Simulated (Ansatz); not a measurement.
Results of PBEsol in Ansatz (plane waves, PAW) for rock-salt NaBr.

Run with plane-wave cutoff 520 eV, 10×10×10 k mesh, Fermi–Dirac smearing 0.01 eV, scalar-relativistic PAW data made under PBE.

Energies at three volumes about the minimum:

```json
[
 {"V (Å³/atom)": "25.511", "E − E_lowest (meV/atom)": "0.72"},
 {"V (Å³/atom)": "26.031", "E − E_lowest (meV/atom)": "0.00"},
 {"V (Å³/atom)": "26.552", "E − E_lowest (meV/atom)": "0.67"}
]
```

### Question
Fit a parabola by hand: where is the minimum, what lattice constant follows, and what is the bulk modulus?

### Answer
Slopes: (0.00 − 0.72)/(26.031 − 25.511) = -1.385 and (0.67 − 0.00)/(26.552 − 26.031) = 1.286 meV/Å³. Curvature E″ = 2 × (1.286 − (-1.385))/(26.552 − 25.511) = 5.132 meV/Å⁶. From the middle of the first interval, the slope vanishes at V0 = 25.7710 − (-1.385)/5.132 = 26.041 Å³/atom. B = V0 E″ = 26.041 × 5.132 meV/Å³ × 0.1602 GPa per meV/Å³ = 21.4 GPa. With 8 atoms in the cube, a = (8 × 26.041)^(1/3) = 5.928 Å. The full Birch–Murnaghan fit to all volumes gives V0 = 26.030 Å³/atom and B0 = 21.5 GPa.

Measured, for comparison: bulk modulus 22.6 GPa (4 K, zero-point motion not removed; as tabulated in Doll and Stoll (1998), arXiv:cond-mat/9801031); lattice constant a 5.926 Å (low temperature, zero-point motion not removed; as tabulated in Doll and Stoll (1998), arXiv:cond-mat/9801031). Computed (rounded) less measured: bulk modulus -5 %.

Ansatz is an electronic-structure program.
